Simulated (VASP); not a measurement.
# CdSe (Cadmoselite) (P6_3mc) in VASP: notebook, part 2 of 2

VASP 6.6.1. The steps go on from the part before.

### Step 3. Relaxation of cell and atoms, PBEsol

This run uses another cell than the first one, of 28.29 Å³/atom, 1.007 times its volume.

INCAR reads:

```
SYSTEM = CdSe
ALGO = Normal
EDIFF = 1E-7
EDIFFG = -0.005
ENCUT = 600
GGA = PS
IBRION = 2
ISIF = 3
ISMEAR = 0
KPAR = 2
LASPH = .True.
LCHARG = .False.
LREAL = .False.
LWAVE = .False.
NELM = 80
NSW = 90
PREC = Accurate
SIGMA = 0.03
```

KPOINTS reads:

```
k-points
0
Gamma
  9 9 4
  0 0 0
```

POSCAR reads:

```
CdSe                                    
1.0
    4.3096852295      0.0000000000      0.0000000000
   -2.1548426148      3.7322968911     -0.0000000000
    0.0000000000     -0.0000000000      7.0351851828
  Cd              Se            
     2     2
Direct
     0.3333333332999970    0.6666666667000030    0.0046653508420677
     0.6666666667000030    0.3333333332999970    0.5046653508420678
     0.3333333332999970    0.6666666667000030    0.3803346491579304
     0.6666666667000030    0.3333333332999970    0.8803346491579302
```

Potentials or basis: VASP PAW PBE potentials, release 64 (Cd, Se).

Started as:

```bash
cat potpaw_PBE.64/Cd/POTCAR potpaw_PBE.64/Se/POTCAR > POTCAR
mpirun -np 2 vasp_std > vasp.out
```

OUTCAR:

```text
SYSTEM = CdSe
   EDIFF = 1E-7
   EDIFFG = -0.005
   ENCUT = 600
   GGA = PS
   IBRION = 2
   ISIF = 3
   ISMEAR = 0
   LASPH = .True.
   LREAL = .False.
   NELM = 80
   NSW = 90
   PREC = Accurate

 ion  position               nearest neighbor table
   1  0.333  0.667  0.005-   4 2.64   4 2.64   4 2.64   3 2.64
   2  0.667  0.333  0.505-   3 2.64   3 2.64   3 2.64   4 2.64
   3  0.333  0.667  0.380-   2 2.64   2 2.64   2 2.64   1 2.64
   4  0.667  0.333  0.880-   1 2.64   1 2.64   1 2.64   2 2.64

  LATTYP: Found a hexagonal cell.
 ALAT       =     4.3096852295
 C/A-ratio  =     1.6324127652

  Lattice vectors:

 A1 = (   4.3096852295,   0.0000000000,   0.0000000000)
 A2 = (  -2.1548426148,   3.7322968911,   0.0000000000)
 A3 = (   0.0000000000,   0.0000000000,   7.0351851828)

Analysis of symmetry for initial positions (statically):
=====================================================================
 Subroutine PRICEL returns:
 Original cell was already a primitive cell.

 Routine SETGRP: Setting up the symmetry group for a
 hexagonal supercell.

 Subroutine GETGRP returns: Found 12 space group operations
 (whereof  6 operations were pure point group operations)
 out of a pool of 24 trial point group operations.

The static configuration has the point symmetry C_3v.
 The point group associated with its full space group is C_6v.

Analysis of symmetry for dynamics (positions and initial velocities):
=====================================================================
 Subroutine PRICEL returns:
 Original cell was already a primitive cell.

 Routine SETGRP: Setting up the symmetry group for a
 hexagonal supercell.

 Subroutine GETGRP returns: Found 12 space group operations
 (whereof  6 operations were pure point group operations)
 out of a pool of 24 trial point group operations.

The dynamic configuration has the point symmetry C_3v.
 The point group associated with its full space group is C_6v.

 Subroutine INISYM returns: Found 12 space group operations
[... 123 lines left out ...]
  Fermi-wavevector in a.u.,A,eV,Ry     =   1.117575  2.111910 16.993313  1.248973
  Thomas-Fermi vector in A             =   2.254199
   LORBIT       =      0    0 simple, 1 ext, 2 COOP (PROOUT), +10 PAW based schemes
   GGA     = PS    functional components
   LHFCALC =     F    Hartree Fock is set to
   AEXX    =    0.0000 exact exchange contribution
   IVDW    =     0    specifies the selected vdW correction
   LEPSILON=     F    determine dielectric tensor
   LRPA    =     F    only Hartree local field effects (RPA)
 conjugate gradient relaxation of ions
 non-spin polarized calculation
 Gauss-broadening in eV      SIGMA  =   0.03
  energy-cutoff  :      600.00
  volume of cell :      113.16
 maximum number of plane-waves:      3801
 NGX is ok and might be reduce to    36
   NGX = 17   NGY = 17   NGZ = 29

 number of electron      35.9999999 magnetization

 Free energy of the ion-electron system (eV)
  ---------------------------------------------------
  ext. energy  EPLUGINS =         0.00000000
  ---------------------------------------------------
  free energy    TOTEN  =       -12.35228190 eV

  energy without entropy =      -12.35228190  energy(sigma->0) =      -12.35228190

 E-fermi :   0.9111     XC(G=0):  -9.0652

 val. band max:        0.7717562927   @ k =   0.0000   0.0000   0.0000
 cond. band min:       1.2999325493   @ k =   0.0000   0.0000   0.0000
 fundamental gap:      0.5281762567
 Fermi energy:         0.9110847814

 k-point     1 :       0.0000    0.0000    0.0000
  band No.  band energies     occupation
      1     -11.8277      2.00000
      2     -11.4478      2.00000
      3      -7.1169      2.00000
      4      -7.1101      2.00000
      5      -7.1101      2.00000
      6      -7.0426      2.00000
[... 589 lines left out ...]
     21       5.3504      0.00000
     22       7.1063      0.00000

 [... further k-points ...]

------------------------ aborting loop because EDIFF is reached ----------------------------------------

  FORCE on cell =-STRESS in cart. coord.  units (eV):
  Direction    XX          YY          ZZ          XY          YZ          ZX
  --------------------------------------------------------------------------------------
  -------------------------------------------------------------------------------------
  Total        0.0013974      0.0013974     -0.0011806     -0.0000000      0.0000000     -0.0000000
  in kB        0.0197845      0.0197845     -0.0167161     -0.0000000      0.0000000     -0.0000000
  external PRESSURE =       0.0076176 kB  Pullay stress =       0.0000000 kB

 VOLUME and BASIS-vectors are now :
 -----------------------------------------------------------------------------
  energy-cutoff  :      600.00
  volume of cell :      113.16
      direct lattice vectors                 reciprocal lattice vectors
     4.309685230  0.000000000  0.000000000     0.232035508  0.133965763  0.000000000
    -2.154842615  3.732296891  0.000000000     0.000000000  0.267931526  0.000000000
     0.000000000  0.000000000  7.035185183     0.000000000  0.000000000  0.142142669

 POSITION                                       TOTAL-FORCE (eV/Angst)
 -----------------------------------------------------------------------------------
     -0.00000      2.48820      0.03282        -0.000000      0.000000      0.000542
      2.15484      1.24410      3.55041         0.000000     -0.000000      0.000542
     -0.00000      2.48820      2.67572         0.000000     -0.000000     -0.000542
      2.15484      1.24410      6.19332        -0.000000      0.000000     -0.000542
 -----------------------------------------------------------------------------------
    total drift:                               -0.000000      0.000000     -0.000535

  FREE ENERGIE OF THE ION-ELECTRON SYSTEM (eV)
  ---------------------------------------------------
  free  energy   TOTEN  =       -12.3522819018 eV

  energy  without entropy=      -12.3522819018  energy(sigma->0) =      -12.35228190

 reached required accuracy - stopping structural energy minimisation
```

CONTCAR:

```text
CdSe
   1.00000000000000
     4.3096852295000003    0.0000000000000000    0.0000000000000000
    -2.1548426148000002    3.7322968910999998    0.0000000000000000
     0.0000000000000000    0.0000000000000000    7.0351851828000003
  Cd              Se
     2     2
Direct
     0.3333333332999970    0.6666666667000030    0.0046653508420675
     0.6666666667000030    0.3333333332999970    0.5046653508420675
     0.3333333332999970    0.6666666667000030    0.3803346491579305
     0.6666666667000030    0.3333333332999970    0.8803346491579305

  0.00000000E+00  0.00000000E+00  0.00000000E+00
  0.00000000E+00  0.00000000E+00  0.00000000E+00
  0.00000000E+00  0.00000000E+00  0.00000000E+00
  0.00000000E+00  0.00000000E+00  0.00000000E+00
```

Run time: 57 s. Hardware: 2 MPI ranks of Intel Xeon Platinum 8559C (Emerald Rapids), shared host; peak memory 0.29 GiB.

Results:

* Free energy: -12.3523 eV
* Pressure after relaxing: 0.0 GPa
* Band gap on the k mesh: 0.53 eV, direct

Final structure:
```
Cd Se
1.0
     4.30969    0.00000    0.00000
    -2.15484    3.73230    0.00000
     0.00000    0.00000    7.03519
Cd Se
2 2
Cartesian
  0.0000 2.4882 0.0328
  2.1548 1.2441 3.5504
  0.0000 2.4882 2.6757
  2.1548 1.2441 6.1933
```

Caveat: the relaxation stopped at its first step, so nothing moved; the PAW data sets were made with another functional, which shifts forces and pressure a little.
